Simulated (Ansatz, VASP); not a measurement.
# KF: VASP beside Ansatz

```xyz
2
Lattice="0.0000 2.7087 2.7087 2.7087 0.0000 2.7087 2.7087 2.7087 0.0000" Properties=species:S:1:pos:R:3 pbc="T T T"
K     0.0000    0.0000    0.0000
F     2.7087    2.7087    2.7087
```

Change from the starting cell: volume scaled by 1.04, crystal datasets.

Alike in both runs: task electric field gradients; functional PBEsol; k mesh 9 × 9 × 9; occupations fermi-dirac, width 0.01 eV; no spin polarisation.

|  | VASP | Ansatz |
| --- | --- | --- |
| version | VASP 6.6.1 | Ansatz 0.2.0 |
| potentials or method | VASP PAW PBE potentials, release 64 (K_sv, F), cutoff 520 eV | all-electron PAW with datasets made for the crystal, scalar-relativistic |

```csv
,VASP,Ansatz,Ansatz less VASP
gap on the k mesh at the Fermi level (eV),5.83,5.84,+0.010
pressure (GPa),-1.8,-1.8,-0.01
Vzz of the field gradient on the site that differs most (V/Å²),0.0,0.0,-0.02
```

Ansatz ran all-electron here, so the differences hold the error of VASP's frozen core and of both bases.

Caveats: the PAW data sets were made with another functional, which shifts forces and pressure a little (VASP); an odd mesh through Γ misses points on the zone boundary, where band edges often lie.
